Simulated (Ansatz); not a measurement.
Crystal: Zn.

```
Zn
1.0
     0.00000    1.96478    1.96478
     1.96478    0.00000    1.96478
     1.96478    1.96478    0.00000
Zn
1
Direct
  0.00000 0.00000 0.00000
```

This isn't the form of Zn at room conditions, which is hcp.

Base run:

- Program: Ansatz 0.2.0
- Functional: PBEsol
- Potentials or basis: all-electron LAPW, non-relativistic
- Cutoff: 239 eV
- Density cutoff: 958 eV
- Basis error allowed: 0.001 eV/atom
- k mesh: 12 × 12 × 12
- Occupations: fermi-dirac, width 0.05 eV
- Spin: no spin polarisation

Its results: pressure -3.5 GPa.

Q: The run is repeated on the same cell with these changes: potentials or basis from all-electron LAPW, non-relativistic to all-electron LAPW, inner shells corrected to Dirac's equation. What comes out?

A: Pressure -5.2 GPa.

Not every run made on this cell is shown here.
